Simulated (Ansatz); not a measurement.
**Equation of state of Zn from a dense series**

```xyz
2
Lattice="2.6648 0.0000 0.0000 -1.3324 2.3078 0.0000 0.0000 0.0000 4.9467" Properties=species:S:1:pos:R:3 pbc="T T T"
Zn    0.0000    1.5385    1.2367
Zn    1.3324    0.7693    3.7100
```

Atoms are numbered in the order listed.

The cell is COD entry 9008522, as deposited and not checked against the literature; nothing was relaxed.

These are results of DFT, PBE, all-electron LAPW, scalar-relativistic (Ansatz 0.2.0), not measurements.

Sampling and basis: a Γ-centred 18×18×8 k mesh, Fermi–Dirac smearing of 0.03 eV, basis error target 0.25 meV/atom, no spin polarisation.

The cell is scaled evenly. Fractional coordinates are held (clamped ions).

| V (Å³/atom) | P (GPa) |
| --- | --- |
| 14.298 | 4.92 |
| 14.602 | 2.93 |
| 14.830 | 1.60 |
| 14.906 | 1.18 |
| 15.058 | 0.40 |
| 15.211 | -0.35 |
| 15.363 | -1.04 |
| 15.515 | -1.68 |
| 15.591 | -1.99 |
| 15.819 | -2.85 |
| 15.971 | -3.38 |
| 16.123 | -3.87 |

Question: Fit a third-order Birch–Murnaghan curve to the pressures.

Answer: P = (3B0/2)(y^(7/2) − y^(5/2))[1 + (3/4)(B0′ − 4)(y − 1)] with y = (V0/V)^(2/3) fits within 0.01 GPa for V0 = 15.138 Å³/atom, B0 = 73.4 GPa and B0′ = 5.64.

Question: Predict the pressure at the withheld volume, 14.450 Å³/atom.

Answer: There y = 1.0315, so the fit gives 3.89 GPa; the run gave 3.89 GPa.
